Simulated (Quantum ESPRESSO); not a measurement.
Here is a Quantum ESPRESSO 7.5 calculation.

pw.in

```
&CONTROL
  calculation = 'scf'
  prefix = 'pwscf'
  outdir = './tmp'
  pseudo_dir = './pseudo'
  tprnfor = .true.
  tstress = .true.
  disk_io = 'low'
/
&SYSTEM
  ibrav = 0
  nat = 2
  ntyp = 1
  ecutwfc = 55
  ecutrho = 440
  nbnd = 28
  occupations = 'smearing'
  smearing = 'fd'
  degauss = 0.00367493
  nspin = 2
  starting_magnetization(1) = 0.1176
/
&ELECTRONS
  conv_thr = 4d-10
  electron_maxstep = 120
  mixing_beta = 0.3
/
ATOMIC_SPECIES
Co    58.9332 Co_pbe_v1.2.uspp.F.UPF
CELL_PARAMETERS angstrom
   2.4719999032    0.0000000000    0.0000000000
  -1.2359999516    2.1408147143    0.0000000000
   0.0000000000    0.0000000000    4.0211440800
ATOMIC_POSITIONS angstrom
Co     1.2359999517    0.7136049047    3.0158580600
Co    -0.0000000001    1.4272098096    1.0052860200
K_POINTS automatic
12 12 7 0 0 0
```

The input bands.in:

```
&CONTROL
  calculation = 'bands'
  prefix = 'pwscf'
  outdir = './tmp'
  pseudo_dir = './pseudo'
  disk_io = 'low'
  verbosity = 'high'
/
&SYSTEM
  ibrav = 0
  nat = 2
  ntyp = 1
  ecutwfc = 55
  ecutrho = 440
  nbnd = 28
  occupations = 'smearing'
  smearing = 'fd'
  degauss = 0.00367493
  nspin = 2
  starting_magnetization(1) = 0.1176
/
&ELECTRONS
  conv_thr = 1d-08
  electron_maxstep = 120
  mixing_beta = 0.3
  diago_full_acc = .true.
/
ATOMIC_SPECIES
Co    58.9332 Co_pbe_v1.2.uspp.F.UPF
CELL_PARAMETERS angstrom
   2.4719999032    0.0000000000    0.0000000000
  -1.2359999516    2.1408147143    0.0000000000
   0.0000000000    0.0000000000    4.0211440800
ATOMIC_POSITIONS angstrom
Co     1.2359999517    0.7136049047    3.0158580600
Co    -0.0000000001    1.4272098096    1.0052860200
K_POINTS crystal
60
 0.0000000000  0.0000000000  0.0000000000 1
 0.0714285714  0.0000000000  0.0000000000 1
 0.1428571429  0.0000000000  0.0000000000 1
 0.2142857143  0.0000000000  0.0000000000 1
 0.2857142857  0.0000000000  0.0000000000 1
 0.3571428571  0.0000000000  0.0000000000 1
 0.4285714286  0.0000000000  0.0000000000 1
 0.5000000000  0.0000000000  0.0000000000 1
 0.4583333333  0.0833333333  0.0000000000 1
 0.4166666667  0.1666666667  0.0000000000 1
 0.3750000000  0.2500000000  0.0000000000 1
 0.3333333333  0.3333333333  0.0000000000 1
 0.2962962963  0.2962962963  0.0000000000 1
 0.2592592593  0.2592592593  0.0000000000 1
 0.2222222222  0.2222222222  0.0000000000 1
 0.1851851852  0.1851851852  0.0000000000 1
 0.1481481481  0.1481481481  0.0000000000 1
 0.1111111111  0.1111111111  0.0000000000 1
 0.0740740741  0.0740740741  0.0000000000 1
 0.0370370370  0.0370370370  0.0000000000 1
 0.0000000000  0.0000000000  0.0000000000 1
 0.0000000000  0.0000000000  0.1250000000 1
 0.0000000000  0.0000000000  0.2500000000 1
 0.0000000000  0.0000000000  0.3750000000 1
 0.0000000000  0.0000000000  0.5000000000 1
 0.0625000000  0.0000000000  0.5000000000 1
 0.1250000000  0.0000000000  0.5000000000 1
 0.1875000000  0.0000000000  0.5000000000 1
 0.2500000000  0.0000000000  0.5000000000 1
 0.3125000000  0.0000000000  0.5000000000 1
 0.3750000000  0.0000000000  0.5000000000 1
 0.4375000000  0.0000000000  0.5000000000 1
 0.5000000000  0.0000000000  0.5000000000 1
 0.4666666667  0.0666666667  0.5000000000 1
 0.4333333333  0.1333333333  0.5000000000 1
 0.4000000000  0.2000000000  0.5000000000 1
 0.3666666667  0.2666666667  0.5000000000 1
 0.3333333333  0.3333333333  0.5000000000 1
 0.3030303030  0.3030303030  0.5000000000 1
 0.2727272727  0.2727272727  0.5000000000 1
 0.2424242424  0.2424242424  0.5000000000 1
 0.2121212121  0.2121212121  0.5000000000 1
 0.1818181818  0.1818181818  0.5000000000 1
 0.1515151515  0.1515151515  0.5000000000 1
 0.1212121212  0.1212121212  0.5000000000 1
 0.0909090909  0.0909090909  0.5000000000 1
 0.0606060606  0.0606060606  0.5000000000 1
 0.0303030303  0.0303030303  0.5000000000 1
 0.0000000000  0.0000000000  0.5000000000 1
 0.5000000000  0.0000000000  0.5000000000 1
 0.5000000000  0.0000000000  0.3750000000 1
 0.5000000000  0.0000000000  0.2500000000 1
 0.5000000000  0.0000000000  0.1250000000 1
 0.5000000000  0.0000000000  0.0000000000 1
 0.3333333333  0.3333333333  0.0000000000 1
 0.3333333333  0.3333333333  0.1000000000 1
 0.3333333333  0.3333333333  0.2000000000 1
 0.3333333333  0.3333333333  0.3000000000 1
 0.3333333333  0.3333333333  0.4000000000 1
 0.3333333333  0.3333333333  0.5000000000 1
```

Potentials or basis: SSSP 1.3 efficiency PBE.

Launch:

```sh
$ OMP_NUM_THREADS=1 pw.x -in pw.in > pw.out
$ OMP_NUM_THREADS=1 pw.x -in bands.in > bands.out
```

Question: What does it give for the absolute moment?

Answer: 3.64 μB per cell.

Question: What does it give for the net moment?

Answer: 3.29 μB per cell.

Question: Predict the site moments.

Answer: Co +1.73 μB.

Levels at the corners of the path, in eV from the Fermi level:
Spin up:
| point | band 16 | band 17 | band 18 | band 19 | band 20 | band 21 |
| --- | --- | --- | --- | --- | --- | --- |
| Γ | -2.04 | -2.04 | -0.92 | -0.92 | -0.30 | 6.30 |
| M | -0.77 | -0.70 | -0.62 | 1.24 | 3.30 | 9.65 |
| K | -1.04 | -1.04 | -0.93 | 4.48 | 5.32 | 5.32 |
| Γ | -2.04 | -2.04 | -0.92 | -0.92 | -0.30 | 6.30 |
| A | -2.80 | -1.24 | -1.24 | -1.24 | -1.24 | 14.92 |
| L | -1.17 | -0.68 | -0.68 | 1.50 | 1.50 | 7.31 |
| H | -2.03 | -0.87 | -0.87 | 5.71 | 5.71 | 7.33 |
| A | -2.80 | -1.24 | -1.24 | -1.24 | -1.24 | 14.92 |
| L | -1.17 | -0.68 | -0.68 | 1.50 | 1.50 | 7.31 |
| M | -0.77 | -0.70 | -0.62 | 1.24 | 3.30 | 9.65 |
| K | -1.04 | -1.04 | -0.93 | 4.48 | 5.32 | 5.32 |
| H | -2.03 | -0.87 | -0.87 | 5.71 | 5.71 | 7.33 |
Spin down:
| point | band 14 | band 15 | band 16 | band 17 | band 18 | band 19 |
| --- | --- | --- | --- | --- | --- | --- |
| Γ | -0.58 | -0.58 | -0.36 | -0.12 | -0.12 | 1.13 |
| M | -1.08 | -0.63 | 1.30 | 1.40 | 1.47 | 2.64 |
| K | -1.41 | -0.32 | 0.98 | 0.98 | 1.13 | 5.37 |
| Γ | -0.58 | -0.58 | -0.36 | -0.12 | -0.12 | 1.13 |
| A | -1.02 | -1.02 | -1.02 | 0.78 | 0.78 | 0.78 |
| L | -0.02 | 0.22 | 0.22 | 1.40 | 1.40 | 2.23 |
| H | -1.80 | -0.16 | -0.16 | 1.17 | 1.17 | 6.44 |
| A | -1.02 | -1.02 | -1.02 | 0.78 | 0.78 | 0.78 |
| L | -0.02 | 0.22 | 0.22 | 1.40 | 1.40 | 2.23 |
| M | -1.08 | -0.63 | 1.30 | 1.40 | 1.47 | 2.64 |
| K | -1.41 | -0.32 | 0.98 | 0.98 | 1.13 | 5.37 |
| H | -1.80 | -0.16 | -0.16 | 1.17 | 1.17 | 6.44 |
